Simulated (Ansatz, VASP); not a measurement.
## InP in two plane-wave programs

Aim: how closely do two programs agree when they are given the same cell, functional and k mesh? The cell is taken from a series of VASP runs on this material, whose earlier steps may have relaxed, scaled or displaced it; both programs get it as it stands.

Calculated with Ansatz 0.2.0; plane waves, with VASP 6.6.1 beside it; band structure at PBE with D3(BJ), single point at PBE with D3(BJ) and band structure at PBE with D3(BJ), spin-orbit coupling.

### Step 1. Set-up

The structure is cubic, space group F-43m (No. 216). Conventional cell: a = 5.891 Å, b = 5.891 Å, c = 5.891 Å, α = 90.00°, β = 90.00°, γ = 90.00°. In has 4 P at 2.55 Å nearest. Nearest to P lie 4 In at 2.55 Å. Farther neighbours are not listed.

### Step 2. VASP: band structure, PBE with D3(BJ)

The same path points are solved in both programs, so levels can be compared one by one.

Lines of VASP's logs that name or quote its potential files are left out, and so is its time.

The input, INCAR:

```
SYSTEM = InP
PREC = Accurate
ENCUT = 400
EDIFF = 1E-06
NELM = 100
ISMEAR = 0
SIGMA = 0.05
LREAL = .FALSE.
ALGO = Normal
GGA = PE
IVDW = 12
NBANDS = 21
LORBIT = 11
LWAVE = .FALSE.
LCHARG = .FALSE.
KPAR = 2
```

The input, POSCAR:

```
InP
1.0
    0.0000000000      2.9457387471      2.9457387471
    2.9457387471      0.0000000000      2.9457387471
    2.9457387471      2.9457387471      0.0000000000
In P
1 1
Direct
    0.0000000000      0.0000000000      0.0000000000
    0.2500000000      0.2500000000      0.2500000000
```

The input, KPOINTS:

```
Automatic mesh
0
Gamma
7 7 7
0 0 0
```

The input, KPOINTS_OPT:

```
Line mode
16
Line-mode
Reciprocal
  0.00000000   0.00000000   0.00000000 GAMMA
  0.50000000   0.00000000   0.50000000 X

  0.50000000   0.00000000   0.50000000 X
  0.50000000   0.25000000   0.75000000 W

  0.50000000   0.25000000   0.75000000 W
  0.37500000   0.37500000   0.75000000 K

  0.37500000   0.37500000   0.75000000 K
  0.00000000   0.00000000   0.00000000 GAMMA

  0.00000000   0.00000000   0.00000000 GAMMA
  0.50000000   0.50000000   0.50000000 L

  0.50000000   0.50000000   0.50000000 L
  0.62500000   0.25000000   0.62500000 U

  0.62500000   0.25000000   0.62500000 U
  0.50000000   0.25000000   0.75000000 W

  0.50000000   0.25000000   0.75000000 W
  0.50000000   0.50000000   0.50000000 L

  0.50000000   0.50000000   0.50000000 L
  0.37500000   0.37500000   0.75000000 K

  0.62500000   0.25000000   0.62500000 U
  0.50000000   0.00000000   0.50000000 X
```

PAW data sets: In_d and P (PBE family, release 64).

Run with:

```console
$ mpirun -np 2 vasp_std
```

Numbers of over 12 decimals in the logs are rounded to 6 here.

The program printed:

```text
[banner, memory and clock lines left out]
running    2 mpi-ranks, on    1 nodes
 distrk:  each k-point on    1 cores,    2 groups
 distr:  one band on    1 cores,    1 groups

 POSCAR found type information on POSCAR InP
 POSCAR found :  2 types and       2 ions
 LDA part: xc-table for (Slater+PW92), standard interpolation
 POSCAR, INCAR and KPOINTS ok, starting setup
 FFT: planning ... GRIDC
 FFT: planning ... GRID_SOFT
 FFT: planning ... GRID
 WAVECAR not read
 entering main loop
       N       E                     dE             d eps       ncg     rms          rms(c)
DAV:   1     0.117202113477E+03    0.11720E+03   -0.65906E+03   871   0.777E+02
DAV:   2     0.111016046267E+01   -0.11609E+03   -0.10886E+03   901   0.241E+02
DAV:   3    -0.852954930264E+01   -0.96397E+01   -0.95431E+01   988   0.669E+01
DAV:   4    -0.879565561692E+01   -0.26611E+00   -0.26583E+00   999   0.111E+01
DAV:   5    -0.880810881310E+01   -0.12453E-01   -0.12452E-01  1230   0.226E+00    0.555E+00
DAV:   6    -0.841826716235E+01    0.38984E+00   -0.41293E-01  1303   0.964E+00    0.324E+00
DAV:   7    -0.838936493579E+01    0.28902E-01   -0.11157E-01  1244   0.228E+00    0.126E+00
DAV:   8    -0.838997461239E+01   -0.60968E-03   -0.14146E-02  1039   0.104E+00    0.266E-01
DAV:   9    -0.839053871064E+01   -0.56410E-03   -0.10069E-03   996   0.250E-01    0.122E-01
DAV:  10    -0.839069893083E+01   -0.16022E-03   -0.17682E-04  1067   0.163E-01    0.663E-02
DAV:  11    -0.839078027677E+01   -0.81346E-04   -0.11096E-04   925   0.757E-02    0.275E-02
DAV:  12    -0.839077947442E+01    0.80236E-06   -0.48402E-06   993   0.144E-02
   1 F= -.90073746E+01 E0= -.90073746E+01  d E =-.418013E-19
 Start KPOINTS_OPT (optional k-point list driver)
k-point batch [1-20\160]
       N       E                     dE             ncg
DAV:   1     0.943780603575E+03   -0.59549E+04      874
DAV:   2    -0.147297581144E+04   -0.24168E+04      895
DAV:   3    -0.167457390295E+04   -0.20160E+03     1008
DAV:   4    -0.168010496840E+04   -0.55311E+01     1039
DAV:   5    -0.168037207887E+04   -0.26711E+00     1158
DAV:   6    -0.168037946123E+04   -0.73824E-02     1104
DAV:   7    -0.168037960197E+04   -0.14074E-03     1156
DAV:   8    -0.168037960379E+04   -0.18205E-05      928
DAV:   9    -0.168037960395E+04   -0.16046E-06      638
[...]
k-point batch [141-160\160]
       N       E                     dE             ncg
DAV:   1     0.680056967834E+03   -0.10852E+05      873
DAV:   2    -0.159838249375E+04   -0.22784E+04      893
DAV:   3    -0.179000376818E+04   -0.19162E+03     1082
DAV:   4    -0.179536265762E+04   -0.53589E+01      986
DAV:   5    -0.179561512812E+04   -0.25247E+00     1251
DAV:   6    -0.179561808567E+04   -0.29575E-02     1026
DAV:   7    -0.179561818913E+04   -0.10346E-03     1239
DAV:   8    -0.179561818999E+04   -0.85938E-06      843
```

From OUTCAR (step 2):

```text
ion  position               nearest neighbor table
   1  0.000  0.000  0.000-   2 2.55   2 2.55   2 2.55   2 2.55
   2  0.250  0.250  0.250-   1 2.55   1 2.55   1 2.55   1 2.55

  LATTYP: Found a face centered cubic cell.
 ALAT       =     5.8914774942

 Subroutine GETGRP returns: Found 24 space group operations
 (whereof 24 operations were pure point group operations)

The static configuration has the point symmetry T_d .

 Found     20 irreducible k-points:

   k-points           NKPTS =     20   k-points in BZ     NKDIM =     20   number of bands    NBANDS=     21

   dimension x,y,z NGX =    28 NGY =   28 NGZ =   28
   dimension x,y,z NGXF=    56 NGYF=   56 NGZF=   56

   ENCUT  =  400.0 eV  29.40 Ry    5.42 a.u.   6.79  6.79  6.79*2*pi/ulx,y,z

   NELECT =      18.0000    total number of electrons

 k-points in reciprocal lattice and weights: Automatic mesh
   0.00000000  0.00000000  0.00000000       0.003
   0.14285714  0.00000000  0.00000000       0.023
   0.28571429  0.00000000  0.00000000       0.023
   0.42857143  0.00000000  0.00000000       0.023
   0.14285714  0.14285714  0.00000000       0.017
   0.28571429  0.14285714  0.00000000       0.070
   0.42857143  0.14285714  0.00000000       0.070
  -0.42857143  0.14285714  0.00000000       0.070
  -0.28571429  0.14285714  0.00000000       0.070
[...]
-0.42857143  0.42857143  0.14285714       0.070
  -0.28571429  0.42857143  0.14285714       0.070

 average (electrostatic) potential at core
       1 -95.7962       2 -82.8828

 E-fermi :   5.3240

 k-point     1 :       0.0000    0.0000    0.0000
  band No.  band energies     occupation
    ...
      5      -8.9921      2.00000
      6      -6.3899      2.00000
      7       5.0227      2.00000
      8       5.0227      2.00000
      9       5.0227      2.00000
     10       5.6483      0.00000
     11       9.1129      0.00000
     12       9.1129      0.00000
     13       9.1129      0.00000
     14      13.5297      0.00000
    ...

 k-point     2 :       0.1429    0.0000    0.0000
  band No.  band energies     occupation
    ...
      5      -8.9918      2.00000
      6      -6.1636      2.00000
      7       3.2106      2.00000
      8       4.7939      2.00000
      9       4.7939      2.00000
     10       6.6965      0.00000
     11       9.3391      0.00000
     12       9.4526      0.00000
     13       9.4526      0.00000
     14      13.7259      0.00000
    ...

 k-point     3 :       0.2857    0.0000    0.0000
  band No.  band energies     occupation
    ...
      5      -8.9879      2.00000
      6      -5.5498      2.00000
      7       1.1165      2.00000
      8       4.3805      2.00000
      9       4.3805      2.00000
     10       6.7180      0.00000
     11       9.8601      0.00000
     12       9.8601      0.00000
     13      10.7089      0.00000
     14      13.7490      0.00000
    ...

 Edisp (eV)   -0.61660

  Total       0.00383     0.00383     0.00383    -0.00000     0.00000    -0.00000
  in kB       0.11997     0.11997     0.11997    -0.00000     0.00000    -0.00000
  external pressure =        0.12 kB  Pullay stress =        0.00 kB

  energy-cutoff  :      400.00
  volume of cell :       51.12
      direct lattice vectors                 reciprocal lattice vectors
     0.000000000  2.945738747  2.945738747    -0.169736709  0.169736709  0.169736709
     2.945738747  0.000000000  2.945738747     0.169736709 -0.169736709  0.169736709
     2.945738747  2.945738747  0.000000000     0.169736709  0.169736709 -0.169736709

 POSITION                                       TOTAL-FORCE (eV/Angst)
 -----------------------------------------------------------------------------------
      0.00000      0.00000      0.00000         0.000000      0.000000      0.000000
      1.47287      1.47287      1.47287        -0.000000     -0.000000     -0.000000
 -----------------------------------------------------------------------------------
    total drift:                                0.000000      0.000000      0.000000

  FREE ENERGIE OF THE ION-ELECTRON SYSTEM (eV)
  ---------------------------------------------------
  free  energy   TOTEN  =        -9.0073745615 eV

  energy  without entropy=       -9.0073745615  energy(sigma->0) =       -9.00737456

 total charge
# of ion       s       p       d       tot
------------------------------------------
    1        0.826   0.752   9.898  11.476
    2        1.031   1.489   0.000   2.520
--------------------------------------------------
tot          1.857   2.241   9.898  13.996

[... 3 further parts left out ...]
```

The run ends at a pressure of 0.01 GPa.

### Step 3. Ansatz: band structure, PBE with D3(BJ)

Ansatz runs on its default PAW (the set named soft_2) files.

The same cell, functional, mesh and smearing now go to Ansatz, which takes its cutoff from its data sets.

The input, input.yaml:

```yaml
crystal:
  lattice:
    - [0.0, 2.9457387471, 2.9457387471]
    - [2.9457387471, 0.0, 2.9457387471]
    - [2.9457387471, 2.9457387471, 0.0]
  atoms:
    - { symbol: In, position: [0.0, 0.0, 0.0] }
    - { symbol: P, position: [0.25, 0.25, 0.25] }
hamiltonian:
  xc: pbe
  pseudopotentials: { kind: paw }
  dispersion: d3bj
kpoints:
  mp_grid: { grid: [7, 7, 7] }
  band_path:
    path:
      - [0.0, 0.0, 0.0]
      - [0.16667, 0.0, 0.16667]
      - [0.33333, 0.0, 0.33333]
      - [0.5, 0.0, 0.5]
      - [0.5, 0.08333, 0.58333]
      - [0.5, 0.18333, 0.68333]
      - [0.5, 0.25, 0.75]
      - [0.45, 0.3, 0.75]
      - [0.40833, 0.34167, 0.75]
      - [0.35, 0.35, 0.7]
      - [0.225, 0.225, 0.45]
      - [0.075, 0.075, 0.15]
      - [0.03333, 0.03333, 0.03333]
      - [0.23333, 0.23333, 0.23333]
      - [0.4, 0.4, 0.4]
      - [0.51667, 0.46667, 0.51667]
      - [0.55833, 0.38333, 0.55833]
      - [0.60833, 0.28333, 0.60833]
      - [0.60833, 0.25, 0.64167]
      - [0.55833, 0.25, 0.69167]
      - [0.51667, 0.25, 0.73333]
      - [0.5, 0.3, 0.7]
      - [0.5, 0.38333, 0.61667]
      - [0.5, 0.48333, 0.51667]
      - [0.475, 0.475, 0.55]
      - [0.425, 0.425, 0.65]
      - [0.38333, 0.38333, 0.73333]
      - [0.59167, 0.18333, 0.59167]
      - [0.55, 0.1, 0.55]
      - [0.5, 0.0, 0.5]
    npoints: 1
scf:
  occupations: { method: gaussian, width: 0.05 }
  n_extra_bands: 7
output:
  forces: true
  stress: true
  eigenvalues: true
```

Run with:

```console
$ ansatz run input.yaml --threads 2 --pin off --max-ram 4608MiB --backend cpu --events-out ev --progress --plain --runs-dir out
```

The program printed:

```text
scf.n_extra_bands = 7 over 9 filled bands (N_el = 18.0): the run solves 16 bands
Engine: ansatz 0.2.0, aarch64-unknown-linux-gnu
Pseudopotentials: kind: paw
Pseudopotential: In, paw, valence charge 13, recommended cutoff 420 eV (normal), In.paw.azcp
Pseudopotential: P, paw, valence charge 5, recommended cutoff 420 eV (normal), P.paw.azcp
Functional definition: PBE
  parameter kappa = 0.804
  parameter beta = 0.066725
  exchange = pbe_x(kappa = kappa, mu = beta*pi^2/3)
  correlation = pbe_c(beta = beta)
Crystal: 2 atoms, lattice volume = 51.123 Å³
Basis set: ecut = 420 eV, 965 PW (Γ), exchange–correlation on 60×60×60 points (8 copies of the dense FFT grid, shifted against one another)
Bands: 16, of which v1, the nominal top of the filled ones, is band 9 counted from 1 (8 counted from 0)
Symmetry: 24 space group operations
Space group: F-43m (ITA 216), of the structure as read, at distance tolerance 3.7e-5 Å
k-points: 20 of 343 (time reversal used)
Non-local potential: In, projectors of the file, l = 0: 2, l = 1: 2, l = 2: 2, l = 3: 2
Non-local potential: P, projectors of the file, l = 0: 2, l = 1: 2, l = 2: 2
PAW form: soft (Blöchl's): semilocal exchange-correlation on the pseudo side does not see the compensation charge
PAW one-centre angular grid: In, 590 points (default); XC on 64 Gauss nodes
PAW one-centre angular grid: P, 110 points (default); XC on 64 Gauss nodes
Initial density: superposition of atomic densities (neutral atoms: chi_scale 0, normalization atom), corrected by the library's trained network
Initial wavefunctions: pseudopotential atomic-orbital guess
Functional: x = pbe(κ = 0.804, μ = 0.219515), c = pbe(β = 0.066725)
SCF iter   1: F=—  HF=-6354.610368 eV  |F-HF|=—  |Δ(HF+E_count)|=         —  Δρ=2.05e-3  dr2=4.25e-3  ethr=1.77e-3  ⟨swp⟩=6.4  Hψ=2044  notcnv=0  defer=4
preconditioner: auto → none  [insulator: Δε(μ)=0.616 eV  Ē_g=16.919 eV  σ=0.050 eV  W_gap=1.00  n_scr=14 (ndim 8)  ℏωp=22.0 eV  f_vac=0.022  D(μ)=0.00/eV (n_scr^D=0)  ε∞_Penn≈2.7]
SCF iter   2: F=—  HF=-6354.608808 eV  |F-HF|=—  |Δ(HF+E_count)|=   1.56e-3  Δρ=1.48e-3  dr2=1.11e-3  ethr=2.36e-5  ⟨swp⟩=2.0  Hψ=716  notcnv=0  defer=42
SCF iter   3: F=—  HF=-6354.608446 eV  |F-HF|=—  |Δ(HF+E_count)|=   3.62e-4  Δρ=4.88e-4  dr2=1.13e-4  ethr=6.19e-6  ⟨swp⟩=2.4  Hψ=460  notcnv=0  defer=42
SCF iter   4: F=—  HF=-6354.608488 eV  |F-HF|=—  |Δ(HF+E_count)|=   4.25e-5  Δρ=2.32e-4  dr2=2.06e-5  ethr=6.29e-7  ⟨swp⟩=2.0  Hψ=454  notcnv=0  defer=42
SCF iter   5: F=—  HF=-6354.608482 eV  |F-HF|=—  |Δ(HF+E_count)|=   6.75e-6  Δρ=4.01e-5  dr2=1.28e-6  ethr=1.14e-7  ⟨swp⟩=2.0  Hψ=446  notcnv=0  defer=42
SCF iter   6: F=—  HF=-6354.608482 eV  |F-HF|=—  |Δ(HF+E_count)|=   5.08e-7  Δρ=1.85e-5  dr2=1.34e-7  ethr=7.08e-9  ⟨swp⟩=2.0  Hψ=351  notcnv=0  defer=42
SCF iter   7: F=-6354.608482 eV  HF=-6354.608482 eV  |F-HF|=1.09e-11  |Δ(HF+E_count)|=   3.15e-8  Δρ=6.36e-7  dr2=1.93e-10  ethr=5.56e-10  ⟨swp⟩=9.8  Hψ=1716  notcnv=0
SCF 1 converged in 7 iterations: F = -6354.608482 eV  dr2 = 1.93e-10
  greatest PAW one-centre occupation: 0.981 electrons in one spin orbital (limit 2), on the In atom at site 0 (counted from 0), in its partial waves of l = 2
NSCF: frozen V_eff on 30 k-points
SCF converged after 7 iterations
Free energy (F): -6354.608482 eV
Harris-Foulkes:  -6354.608482 eV  (|F-HF|=1.09e-11)
Internal energy: -6354.608482 eV  (E = F + TS)
E sigma→0 (E₀):  -6354.608482 eV
Fermi energy:    7.119098 eV
--- Per-component energies (eV) ---
  E_band       = -54.947090
  E_kinetic    = 313.296158
  E_local      = -1407.655015  (includes V_loc(G=0)·N_el)
  E_nonlocal   = 401.430814
  E_hartree    = 555.016125
  E_xc         = -276.478602
  E_vxc        = -159.707820  (∫ρ·V_xc dr)
  E_paw        = -4725.207848  (= ΣΔE_a)
  E_vpaw       = -312.343496  (= ΣTr[D̂ρ^β])
  E_aug_tail   = 0.000029  (compensation charges beyond the density's cutoff)
  E_ewald      = -1214.393380
  E_disp       = -0.616763  (pairwise vdW)
  E_smearing   = -0.000000  (= −TS)
  E_closure    = 0.000000  (closes the sum)
  Σ components = -6354.608482   (vs F -6354.608482, Δ=0.00e0)
--- Forces (eV/Å), atoms counted from 1 ---
  atom   1  In     0.00000000    -0.00000000     0.00000000
  atom   2  P     -0.00000000     0.00000000     0.00000000
  max |Σ_I F_I| component: 1.11e-16 eV/Å
--- Stress (GPa, compression-positive) ---
        0.062586       0.000000      -0.000000
        0.000000       0.062586       0.000000
       -0.000000       0.000000       0.062586
  P = ⅓ Tr σ = 0.0626 GPa (0.626 kbar)
--- Band table (eV; the first three rows and the last of 20) ---
  k-point 0: bands = [... 5 lower, -4.6094, 6.8021, 6.8021, 6.8021, 7.4318, 10.8904, 10.8904, 10.8904, ... 3 higher]
  k-point 1: bands = [... 5 lower, -4.3833, 4.9912, 6.5733, 6.5733, 8.4789, 11.1177, 11.2295, 11.2295, ... 3 higher]
  k-point 2: bands = [... 5 lower, -3.7696, 2.8970, 6.1599, 6.1599, 8.5008, 11.6365, 11.6365, 12.4886, ... 3 higher]
  k-point 19: bands = [... 5 lower, -2.2969, 1.3029, 3.6261, 4.5027, 10.2150, 11.4612, 12.6545, 13.5682, ... 3 higher]
```

Wall time 3 s (2 threads of Arm Neoverse N1, shared host); peak memory 0.28 GiB.

### Step 4. Differences

Known differences besides the potentials themselves: the cutoff is 420 eV in Ansatz and 400 eV in VASP; VASP leaves aspherical gradient terms in its spheres out (LASPH is not set), Ansatz keeps them. Total energies have different zeros and are not compared.

The two programs side by side:

```csv
quantity,Ansatz,VASP,difference
pressure (GPa),0.06,0.01,+0.05
gap over the path points (eV),0.630,0.626,+0.004
```

Levels at points of the path, from each program's valence-band top (eV; 3 filled, then empty):

| k (reciprocal lattice) | Ansatz | VASP |
| --- | --- | --- |
| 0.000 0.000 0.000 | 0.00 0.00 0.00 0.63 4.09 4.09 | 0.00 0.00 0.00 0.63 4.09 4.09 |
| 0.167 0.000 0.167 | -2.15 -0.79 -0.79 2.59 3.14 5.26 | -2.15 -0.79 -0.79 2.58 3.13 5.27 |
| 0.333 0.000 0.333 | -4.42 -1.85 -1.85 2.07 2.84 7.53 | -4.42 -1.85 -1.85 2.07 2.84 7.54 |
| 0.500 0.000 0.500 | -5.68 -2.27 -2.27 1.79 2.27 9.11 | -5.68 -2.27 -2.27 1.79 2.27 9.12 |
| 0.500 0.083 0.583 | -5.65 -2.44 -2.43 2.22 2.66 8.30 | -5.65 -2.44 -2.43 2.22 2.66 8.31 |
| 0.500 0.183 0.683 | -5.56 -2.79 -2.76 3.54 3.80 6.42 | -5.56 -2.79 -2.76 3.54 3.80 6.42 |
| 0.500 0.250 0.750 | -5.54 -2.89 -2.84 4.29 4.32 5.53 | -5.54 -2.89 -2.84 4.29 4.32 5.53 |
| 0.450 0.300 0.750 | -5.53 -3.09 -2.44 3.40 4.39 6.11 | -5.53 -3.09 -2.44 3.40 4.39 6.11 |
| 0.408 0.342 0.750 | -5.54 -3.20 -2.04 2.61 4.37 6.94 | -5.54 -3.20 -2.04 2.60 4.37 6.95 |
| 0.350 0.350 0.700 | -5.47 -3.31 -1.74 2.51 4.85 7.03 | -5.47 -3.31 -1.74 2.51 4.85 7.04 |

Among the levels compared at these points, filled levels agree within 2 meV and empty ones within 9 meV. Ansatz's pressure holds a Pulay correction of 0.04 GPa; VASP's holds none.

### Step 5. Further runs

Further runs change the set-up of one program: Ansatz's method, potentials or start, or VASP's data sets, cutoff or form of LDA. The table gives Ansatz less VASP for each quantity, since a change that brings one quantity closer may part another.

```csv
run,pressure (GPa),gap over the path points (eV)
as above,0.051,0.0039
Ansatz's all-electron LAPW method,0.050,0.0024
```

### Step 6. VASP: single point, PBE with D3(BJ)

A single point gives forces, pressure and levels at one fixed geometry, so differences don't come from the geometry; what else differs is listed under the comparison.

Edit INCAR of step 2 so:

```diff
@@ -11,3 +11,3 @@
 IVDW = 12
-NBANDS = 21
+NBANDS = 25
 LORBIT = 11
@@ -16 +16,4 @@
 KPAR = 2
+LOPTICS = .TRUE.
+NEDOS = 1500
+CSHIFT = 0.1
```

POSCAR is that of step 2.

The input, KPOINTS:

```
Automatic mesh
0
Gamma
10 10 10
0 0 0
```

Run with:

```console
$ mpirun -np 2 vasp_std
```

The program printed:

```text
[... set-up lines as in an earlier step ...]
 entering main loop
       N       E                     dE             d eps       ncg     rms          rms(c)
DAV:   1     0.124657898811E+03    0.12466E+03   -0.63755E+03  2424   0.664E+02
DAV:   2     0.306901184754E+01   -0.12159E+03   -0.11207E+03  2663   0.222E+02
DAV:   3    -0.847854191362E+01   -0.11548E+02   -0.11410E+02  2876   0.622E+01
DAV:   4    -0.879786283750E+01   -0.31932E+00   -0.31900E+00  2880   0.102E+01
[...]
DAV:  10    -0.839536560667E+01   -0.16132E-03   -0.14398E-04  2800   0.136E-01    0.555E-02
DAV:  11    -0.839543787007E+01   -0.72263E-04   -0.96883E-05  2607   0.690E-02    0.236E-02
DAV:  12    -0.839543732136E+01    0.54870E-06   -0.38243E-06  2831   0.149E-02
   1 F= -.90120324E+01 E0= -.90120324E+01  d E =-.833986E-11
 optical routines
 imaginary and real dielectric function
 recalculating local potential from charge density
 direction            1
 direction            2
 direction            3
```

Parts of OUTCAR (step 6):

```text
 Edisp (eV)   -0.61660

  Total       0.00540     0.00540     0.00540     0.00000    -0.00000    -0.00000
  in kB       0.16927     0.16927     0.16927     0.00000    -0.00000    -0.00000
  external pressure =        0.17 kB  Pullay stress =        0.00 kB

 POSITION                                       TOTAL-FORCE (eV/Angst)
 -----------------------------------------------------------------------------------
      0.00000      0.00000      0.00000        -0.000000     -0.000000     -0.000000
      1.47287      1.47287      1.47287         0.000000      0.000000      0.000000
 -----------------------------------------------------------------------------------
    total drift:                                0.000000      0.000000      0.000000

  FREE ENERGIE OF THE ION-ELECTRON SYSTEM (eV)
  ---------------------------------------------------
  free  energy   TOTEN  =        -9.0120324085 eV

  energy  without entropy=       -9.0120324085  energy(sigma->0) =       -9.01203241

[... 1 part as in an earlier step ...]

[... 2 further parts left out ...]
[key lines of the parts left out:]
E-fermi :   5.2204
```

With so small a gap the low-energy part of the spectrum hangs on the few k-points near the gap and is not converged.

[end of part 1 of 2]

[Lines on the potential files, build, host, timing and source positions are cut from VASP's logs without a mark.]

[Logs are printed without paths, hosts, clocks, repeated set-up lines and the standing remarks that a program may print on its own settings, such as how far it seeks lower states.]

[Hosts, paths, dates, database ids (printed as entryN), source tags and the programs' standing remarks are cut or masked in the printed files.]
